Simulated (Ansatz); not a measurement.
# Which element?

Cell vectors (Å):

```
0.0000 3.5025 3.5025
3.5025 0.0000 3.5025
3.5025 3.5025 0.0000
```

| atom | a | b | c |
| --- | --- | --- | --- |
| K | 0.0000 | 0.0000 | 0.0000 |
| X | 0.5000 | 0.5000 | 0.5000 |

All numbers below come from PBEsol, all-electron PAW in Ansatz 0.2.0, datasets made for the crystal, scalar-relativistic. k mesh 6×6×6, strains of ±0.005, fixed occupations.

Elastic constants of a crystal by Kohn-Sham DFT: slopes of the stress over finite engineering strains of the given cell, Voigt indices, Cartesian axes as in the cell vectors.

```
index  elastic (GPa)
   11           29.7
   12            3.5
   44            3.5
```

Question: All X atoms are one element. Which one was computed?

Answer: I; the crystal is KI (Fm-3m).
